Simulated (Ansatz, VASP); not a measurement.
## Cu3Au (Auricupride) in VASP and in Ansatz

INCAR

```
SYSTEM = Cu3Au
PREC = Accurate
ENCUT = 600
EDIFF = 1E-6
ISMEAR = -1
SIGMA = 0.05
LREAL = .FALSE.
LASPH = .TRUE.
NELM = 100
ALGO = Normal
ISIF = 3
LWAVE = .FALSE.
LCHARG = .FALSE.
GGA = B5
ALDAX = 1.0
AGGAX = 1.0
AGGAC = 1.0
ALDAC = 0.0
IBRION = 2
NSW = 60
EDIFFG = -0.005
```

File KPOINTS:

```
regular mesh
0
G
  7 7 7
  0 0 0
```

POSCAR

```
Cu3Au
1.0
    3.7400000000      0.0000000000      0.0000000000
    0.0000000000      3.7400000000      0.0000000000
    0.0000000000      0.0000000000      3.7400000000
Au Cu
1 3
Direct
    0.0000000000      0.0000000000      0.0000000000
    0.5000000000      0.5000000000      0.0000000000
    0.5000000000      0.0000000000      0.5000000000
    0.0000000000      0.5000000000      0.5000000000
```

Contents of input.yaml:

```yaml
crystal:
  lattice:
    - [3.74, 0.0, 0.0]
    - [0.0, 3.74, 0.0]
    - [0.0, 0.0, 3.74]
  atoms:
    - { symbol: Au, position: [0.0, 0.0, 0.0] }
    - { symbol: Cu, position: [0.5, 0.5, 0.0] }
    - { symbol: Cu, position: [0.5, 0.0, 0.5] }
    - { symbol: Cu, position: [0.0, 0.5, 0.5] }
hamiltonian:
  xc: blyp
  pseudopotentials: { kind: paw }
kpoints:
  mp_grid: { grid: [7, 7, 7] }
scf:
  occupations: { method: fermi_dirac, width: 0.05 }
output:
  forces: true
  stress: true
  eigenvalues: true
  write_density: true
  write_potential: true
  elf: true
  volumetric_format: npy
relax:
  f_tol: 0.01
  max_steps: 40
  cell: { stress_tol: 0.05 }
```

Alike in both runs: task relaxation of cell and atoms; functional BLYP; k mesh 7 × 7 × 7; occupations fermi-dirac, width 0.05 eV; no spin polarisation.

|  | VASP | Ansatz |
| --- | --- | --- |
| version | VASP 6.6.1 | Ansatz 0.2.0 |
| potentials or method | VASP PAW PBE potentials, release 64 (Au, Cu) | Ansatz PAW |
| plane-wave cutoff (eV) | 600 | 420 |
| valence electrons in the cell | 44 | 76 |

|  | VASP | Ansatz | Ansatz less VASP |
| --- | --- | --- | --- |
| gap on the k mesh at the Fermi level, each at its own relaxed structure (eV) | none | none | - |
| relaxed volume (Å³/atom) | 14.50 | 14.41 | -0.084 |
| relaxed cell length with the largest relative difference (Å) | 3.871 | 3.863 | -0.0075 |
| energy change over the relaxation (meV/atom) | -59 | -53 | +5.8 |

A gap of «none» marks a metal or a gap that the smearing closes. The two sets of potentials don't hold the same shells in valence.

Caveats: the PAW data sets were made with another functional, which shifts forces and pressure a little (VASP); the volume moved by +11 % from the deposited cell, more than functionals usually miss (VASP); the plane-wave basis is chosen anew once the cell has moved, so the energies of steps on either side of that aren't comparable (Ansatz); the volume moved by +10 % from the deposited cell, more than functionals usually miss (Ansatz); the PAW data sets come from PBE, with cores solved anew for the run's functional, which leaves a small shift of forces and pressure (Ansatz). Spin-orbit coupling is left out, which matters for the levels of Au. Zero-point motion and thermal expansion aren't in these numbers.
